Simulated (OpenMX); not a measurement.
Something may be wrong with this OpenMX 3.8.5 calculation of Lu.

Contents of Lu.dat:

```
System.CurrrentDirectory             ./
System.Name                          Lu
DATA.PATH                            ./DFT_DATA13
level.of.stdout                      1
level.of.fileout                     0
Species.Number                       1
<Definition.of.Atomic.Species
  Lu  Lu20.0-s3p2d2f1         Lu_PBE13
Definition.of.Atomic.Species>

Atoms.Number                         1
Atoms.SpeciesAndCoordinates.Unit     FRAC
<Atoms.SpeciesAndCoordinates
    1  Lu    0.0000000000    0.0000000000    0.0000000000   5.500  5.500
Atoms.SpeciesAndCoordinates>

Atoms.UnitVectors.Unit               Ang
<Atoms.UnitVectors
    -1.9541071088    1.9541071088    1.9541071088
     1.9541071088   -1.9541071088    1.9541071088
     1.9541071088    1.9541071088   -1.9541071088
Atoms.UnitVectors>

scf.XcType                           GGA-PBE
scf.SpinPolarization                 off
scf.ElectronicTemperature            580.226
scf.energycutoff                     300.0
scf.maxIter                          100
scf.EigenvalueSolver                 band
scf.Kgrid                            10 10 10
scf.Mixing.Type                      rmm-diisk
scf.Init.Mixing.Weight               0.05
scf.Min.Mixing.Weight                0.001
scf.Max.Mixing.Weight                0.3
scf.Mixing.History                   25
scf.Mixing.StartPulay                8
scf.criterion                        1.0e-8
scf.dftD                             on
version.dftD                         3
DFTD3.damp                           bj
DFTD.IntDirection                    1 1 1
MD.Type                              nomd
Dos.fileout                          on
Dos.Erange                           -25.0 15.0
Dos.Kgrid                            13 13 13
```

Potentials or basis: OpenMX 2013 PBE set, Lu20.0-s3p2d2f1, grid cutoff 300 Ry.

Run with:

```sh
$ openmx Lu.dat -nt 1 > Lu.std
```

Lu.std:

```text
*******************************************************
 Welcome to OpenMX   Ver. 3.8.5
 Copyright (C), 2002-2014, T. Ozaki
 OpenMX comes with ABSOLUTELY NO WARRANTY.
 This is free software, and you are welcome to
 redistribute it under the constitution of the GNU-GPL.
*******************************************************

Automatic determination of Kerker_factor:   0.415577794797

<Input_std>  Your input file was normally read.
<Input_std>  The system includes 1 species and 1 atoms.

*******************************************************
                     PAO and VPS
*******************************************************

Could not find ./DFT_DATA13/PAO/Lu20.0.pao
```

What happened, and what is wrong with the input?

The input was rejected before any iteration. The input holds a flaw that was put in on purpose: basis file that does not exist (<Definition.of.Atomic.Species = ["Lu  Lu20.0-s3p2d2f1         Lu_PBE13"]).
